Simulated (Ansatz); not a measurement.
# ZnS: the cost of one run

Method: DFT PBE, scalar-relativistic, plane waves, PAW, in Ansatz 0.2.0.

## (1) The starting structure

Symmetry: P3_221, No. 154, trigonal system. The conventional cell has a = 6.077 Å, b = 6.077 Å, c = 3.700 Å, α = 90.00°, β = 90.00°, γ = 120.00°. Zn (site symmetry 2) has 4 S at 2.37 to 2.38 Å as nearest neighbours. Around S (site symmetry 2) lie 4 Zn at 2.37 to 2.38 Å.

Structure file:

```cif
data_structure
_symmetry_space_group_name_H-M 'P 1'
_symmetry_Int_Tables_number 1
_cell_length_a 6.0765
_cell_length_b 6.0765
_cell_length_c 3.7001
_cell_angle_alpha 90.000
_cell_angle_beta 90.000
_cell_angle_gamma 120.000
_cell_volume 118.32
loop_
_atom_site_label
_atom_site_type_symbol
_atom_site_fract_x
_atom_site_fract_y
_atom_site_fract_z
_atom_site_occupancy
Zn1 Zn 0.61479 0.00000 0.66667 1
Zn2 Zn 0.00000 0.61479 0.33333 1
Zn3 Zn 0.38521 0.38521 0.00000 1
S1 S 0.36742 0.00000 0.16667 1
S2 S 0.00000 0.36742 0.83333 1
S3 S 0.63258 0.63258 0.50000 1
```

The cell was relaxed beforehand at this level, from a generated guess; it needn't be the stable form of this composition. At a tolerance of 0.02 Å it has space group P3_221 (No. 154); it has 19.72 Å³/atom, an uncorrected energy of -0.70 eV/atom over the elements.

## (2) Bands, states and charges

input.yaml

```yaml
crystal:
  lattice:
    - [6.0765127438, 0.0, 0.0]
    - [-3.0382563719, 5.2624144026, 0.0]
    - [0.0, 0.0, 3.7001223624]
  atoms:
    - { symbol: Zn, position: [0.6147879959, 0.0, 0.6666666667] }
    - { symbol: Zn, position: [0.0, 0.6147879959, 0.3333333333] }
    - { symbol: Zn, position: [0.3852120041, 0.3852120041, 0.0] }
    - { symbol: S, position: [0.3674207599, 0.0, 0.1666666667] }
    - { symbol: S, position: [0.0, 0.3674207599, 0.8333333333] }
    - { symbol: S, position: [0.6325792401, 0.6325792401, 0.5] }
basis:
  ecutwfc: 420
kpoints:
  mp_grid: { grid: [6, 6, 8] }
  band_path:
    path:
      - [[0.0, 0.0, 0.0], [0.5, 0.0, 0.0], [0.33333333, 0.33333333, 0.0], [0.0, 0.0, 0.0], [0.0, 0.0, 0.5], [0.5, 0.0, 0.5], [0.33333333, 0.33333333, 0.5], [0.0, 0.0, 0.5]]
      - [[0.5, 0.0, 0.5], [0.5, 0.0, 0.0]]
      - [[0.33333333, 0.33333333, 0.5], [0.33333333, 0.33333333, 0.0]]
    npoints: 14
hamiltonian:
  xc: pbe
scf:
  occupations: { method: gaussian, width: 0.02 }
  n_extra_bands: 15
output:
  forces: true
  stress: true
  eigenvalues: true
  populations: true
  dos: { projected: true, de: 0.02, nscf_kmesh: { grid: [9, 9, 12] } }
  bader: true
  write_density: true
  write_potential: true
  elf: true
  volumetric_format: npy
```

On the command line:

```bash
ansatz run input.yaml --threads 1 --pin off --max-ram 2560MiB --backend cpu --events-out ev --progress --plain --runs-dir out
```

What time and memory should one allow on 1 thread of Arm Neoverse V1, shared host?

About 3.1 min, with a peak of 0.6 GiB.
